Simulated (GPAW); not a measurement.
Crystal: Ta.

```
CELL_PARAMETERS angstrom
-1.65128 1.65128 1.65128
1.65128 -1.65128 1.65128
1.65128 1.65128 -1.65128
ATOMIC_POSITIONS crystal
Ta 0.00000 0.00000 0.00000
```

| Item | Value |
| --- | --- |
| Program | GPAW 26.7.0 |
| Task | relaxation of cell and atoms |
| Functional | revPBE |
| Dispersion | D3(BJ) |
| Potentials or basis | the program's PAW data sets (release 1.2.1) made for this functional |
| Cutoff | 600 eV |
| Basis | pw |
| k mesh | 11 × 11 × 11 |
| Occupations | fermi-dirac, width 0.05 eV |
| Spin | no spin polarisation |

At the start: pressure -5.2 GPa; volume 18.01 Å³/atom.

Question: How do energy, volume and symmetry change on relaxing?

Answer: Over 3 steps the energy falls by 8.5 meV/atom and the volume is 17.55 Å³/atom (-2.6 %); space group Im-3m (No. 229, to 0.05 Å).

Step by step:
| step | energy change (eV) | largest force (eV/Å) | pressure (GPa) | volume (Å³) |
| --- | --- | --- | --- | --- |
| 1 | 0.0000 | 0.0000 | -5.23 | 18.01 |
| 2 | -0.0085 | 0.0000 | -0.19 | 17.56 |
| 3 | -0.0085 | 0.0000 | 0.01 | 17.55 |

Final structure:
```xyz
1
Lattice="-1.6369 1.6369 1.6369 1.6369 -1.6369 1.6369 1.6369 1.6369 -1.6369" Properties=species:S:1:pos:R:3 pbc="T T T"
Ta    0.0000    0.0000    0.0000
```

Caveat: later steps reuse the first step's grids; pairwise dispersion overbinds metals, which lowers pressure and volume.
